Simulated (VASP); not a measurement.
# HCl (Fmmm) in VASP: single point with LDA

Aim: the single point of HCl with LDA.

Everything below comes from runs of VASP 6.6.1. Logs are shortened: lines on timing, memory, paths and dates and some standing lists are left out, and cuts for length are marked.

## 1. The structure

The structure is orthorhombic, space group Fmmm (No. 69). Conventional cell: a = 5.030 Å, b = 5.350 Å, c = 5.710 Å, α = 90.00°, β = 90.00°, γ = 90.00°. H (site symmetry mmm) has 6 Cl at 2.52 to 2.85 Å as nearest neighbours. Around Cl (site symmetry mmm) lie 6 H at 2.52 to 2.85 Å.

## 2. Single point, LDA

INCAR reads:

```
SYSTEM = HCl
PREC = Accurate ; ENCUT = 520
EDIFF = 1E-6 ; ISMEAR = 0
SIGMA = 0.1 ; LREAL = .FALSE.
LASPH = .TRUE. ; NELM = 60
ALGO = Fast ; ISIF = 2
LWAVE = .FALSE. ; LCHARG = .TRUE.
LELF = .TRUE. ; LVHAR = .TRUE.
NBANDS = 11
```

KPOINTS reads:

```
regular mesh
0
G
  6 6 6
  0 0 0
```

POSCAR reads:

```
HCl
1.0
    0.0000000000      2.6750000000      2.8550000000
    2.5150000000      0.0000000000      2.8550000000
    2.5150000000      2.6750000000      0.0000000000
H Cl
1 1
Direct
    0.0000000000      0.0000000000      0.0000000000
    0.5000000000      0.5000000000      0.5000000000
```

Potentials or basis: VASP PAW LDA potentials, release 64 (H, Cl).

The run is started by

```
cat potpaw_LDA.64/H/POTCAR potpaw_LDA.64/Cl/POTCAR > POTCAR
mpirun -np 1 vasp_std > vasp.out
```

OUTCAR:

```text
SYSTEM = HCl
   PREC = Accurate
   ENCUT = 520
   EDIFF = 1E-6
   ISMEAR = 0
   LREAL = .FALSE.
   LASPH = .TRUE.
   NELM = 60
   ISIF = 2

 ion  position               nearest neighbor table
   1  0.000  0.000  0.000-
   2  0.500  0.500  0.500-

  LATTYP: Found a face centered orthorhombic cell.
 ALAT       =     5.0300000000
 B/A-ratio  =     1.0636182903
 C/A-ratio  =     1.1351888668

  Lattice vectors:

 A1 = (   0.0000000000,   2.6750000000,   2.8550000000)
 A2 = (   2.5150000000,   0.0000000000,   2.8550000000)
 A3 = (   2.5150000000,   2.6750000000,   0.0000000000)

Analysis of symmetry for initial positions (statically):
=====================================================================
 Subroutine PRICEL returns:
 Original cell was already a primitive cell.

 Routine SETGRP: Setting up the symmetry group for a
 face centered orthorhombic supercell.

 Subroutine GETGRP returns: Found  8 space group operations
 (whereof  8 operations were pure point group operations)
 out of a pool of  8 trial point group operations.

The static configuration has the point symmetry D_2h.

Analysis of symmetry for dynamics (positions and initial velocities):
=====================================================================
 Subroutine PRICEL returns:
 Original cell was already a primitive cell.

 Routine SETGRP: Setting up the symmetry group for a
 face centered orthorhombic supercell.

 Subroutine GETGRP returns: Found  8 space group operations
 (whereof  8 operations were pure point group operations)
 out of a pool of  8 trial point group operations.

The dynamic configuration has the point symmetry D_2h.

 Subroutine INISYM returns: Found  8 space group operations
 (whereof  8 operations are pure point group operations),
 and found     1 'primitive' translations

----------------------------------------------------------------------------------------

                                     Primitive cell

  volume of cell :      38.4147

  direct lattice vectors                    reciprocal lattice vectors
     0.000000000  2.675000000  2.855000000    -0.198807157  0.186915888  0.175131349
     2.515000000  0.000000000  2.855000000     0.198807157 -0.186915888  0.175131349
     2.515000000  2.675000000  0.000000000     0.198807157  0.186915888 -0.175131349

  length of vectors
     3.912371404  3.804766747  3.671627704     0.324241922  0.324241922  0.324241922

  position of ions in fractional coordinates (direct lattice)
     0.000000000  0.000000000  0.000000000
     0.500000000  0.500000000  0.500000000

[... 87 lines left out ...]
   NELECT =       8.0000    total number of electrons
   NUPDOWN=      -1.0000    fix difference up-down
   EMIN   =  10.00;   EMAX   =-10.00  energy-range for DOS
   EFERMI =   0.00;   METHOD = LEGACY
   ISMEAR =     0;   SIGMA  =   0.10  broadening in eV -4-tet -1-fermi 0-gaus
   EFERMI_NEDOS =   21; number of points for ismear=-14 and -15
   IALGO  =     68    algorithm
   IMIX   =      4    mixing-type and parameters
     AMIX     =   0.40;   BMIX     =  1.00
     AMIX_MAG =   1.60;   BMIX_MAG =  1.00
  volume/ion in A,a.u.               =      19.21       129.62
  Fermi-wavevector in a.u.,A,eV,Ry     =   0.970373  1.833740 12.811579  0.941624
  Thomas-Fermi vector in A             =   2.100503
   LORBIT       =      0    0 simple, 1 ext, 2 COOP (PROOUT), +10 PAW based schemes
   GGA     = CA    functional components
   LHFCALC =     F    Hartree Fock is set to
   AEXX    =    0.0000 exact exchange contribution
   IVDW    =     0    specifies the selected vdW correction
   LEPSILON=     F    determine dielectric tensor
   LRPA    =     F    only Hartree local field effects (RPA)
 non-spin polarized calculation
 RMM-DIIS sequential band-by-band and
 Gauss-broadening in eV      SIGMA  =   0.10
  energy-cutoff  :      520.00
  volume of cell :       38.41
 maximum number of plane-waves:      1050
 NGX is ok and might be reduce to    30
   NGX = 15   NGY = 15   NGZ = 13

 number of electron       7.9999999 magnetization

 Free energy of the ion-electron system (eV)
  ---------------------------------------------------
  ext. energy  EPLUGINS =         0.00000000
  ---------------------------------------------------
  free energy    TOTEN  =        -3.75796490 eV

  energy without entropy =       -3.75424877  energy(sigma->0) =       -3.75610683

 E-fermi :  -1.9494     XC(G=0):  -8.2954

 val. band max:       -1.9657364623   @ k =   0.0000   0.0000   0.0000
 cond. band min:      -1.9181832518   @ k =   0.0000   0.0000   0.0000
 fundamental gap:      0.0475532106
 Fermi energy:        -1.9493522007

 k-point     1 :       0.0000    0.0000    0.0000
  band No.  band energies     occupation
      1     -15.1464      2.00000
      2      -2.1429      1.99381
      3      -1.9779      1.31316
      4      -1.9657      1.18324
      5      -1.9182      0.65936
      6       9.2807      0.00000
      7      10.1136      0.00000
      8      10.6395      0.00000
      9      11.0930      0.00000
     10      12.6268      0.00000
     11      13.6852      0.00000
[... 309 lines left out ...]
 k-point    24 :       0.5000    0.3333    0.1667
  band No.  band energies     occupation
      1     -14.6921      2.00000
      2      -4.1974      2.00000
      3      -2.9548      2.00000
      4      -2.6376      2.00000
      5      -0.3897      0.00000
      6       7.7767      0.00000
      7       8.6906      0.00000
      8      10.2115      0.00000
      9      13.0240      0.00000
     10      14.2818      0.00000
     11      15.4917      0.00000

 [... further k-points ...]

------------------------ aborting loop because EDIFF is reached ----------------------------------------

  FORCE on cell =-STRESS in cart. coord.  units (eV):
  Direction    XX          YY          ZZ          XY          YZ          ZX
  --------------------------------------------------------------------------------------
  -------------------------------------------------------------------------------------
  Total       -4.0987912     -2.6962953     -1.7832338      0.0000000      0.0000000      0.0000000
  in kB     -170.9497611   -112.4553589    -74.3739717      0.0000000      0.0000000      0.0000000
  external PRESSURE =    -119.2596972 kB  Pullay stress =       0.0000000 kB

 VOLUME and BASIS-vectors are now :
 -----------------------------------------------------------------------------
  energy-cutoff  :      520.00
  volume of cell :       38.41
      direct lattice vectors                 reciprocal lattice vectors
     0.000000000  2.675000000  2.855000000    -0.198807157  0.186915888  0.175131349
     2.515000000  0.000000000  2.855000000     0.198807157 -0.186915888  0.175131349
     2.515000000  2.675000000  0.000000000     0.198807157  0.186915888 -0.175131349

 POSITION                                       TOTAL-FORCE (eV/Angst)
 -----------------------------------------------------------------------------------
      0.00000      0.00000      0.00000        -0.000000     -0.000000      0.000000
      2.51500      2.67500      2.85500         0.000000      0.000000      0.000000
 -----------------------------------------------------------------------------------
    total drift:                                0.000000     -0.000000      0.000000

  FREE ENERGIE OF THE ION-ELECTRON SYSTEM (eV)
  ---------------------------------------------------
  free  energy   TOTEN  =        -3.7579648980 eV

  energy  without entropy=       -3.7542487710  energy(sigma->0) =       -3.75610683
```

stdout:

```text
POSCAR found type information on POSCAR H Cl
 POSCAR found :  2 types and       2 ions
 scaLAPACK will be used
 LDA part: xc-table for (Slater(with rela. corr.)+CA(PZ))
 , standard interpolation
 POSCAR, INCAR and KPOINTS ok, starting setup
 FFT: planning ... GRIDC
 FFT: planning ... GRID_SOFT
 FFT: planning ... GRID
 WAVECAR not read
 entering main loop
```

It took 28 s on 1 thread of Intel Xeon Platinum 8488C (Sapphire Rapids), shared host; peak memory 0.13 GiB.

What came out:

```yaml
Free_energy: -3.7580 eV
Pressure: -11.9 GPa
Band_gap_on_the_k_mesh: none (metal or under the smearing width)
```
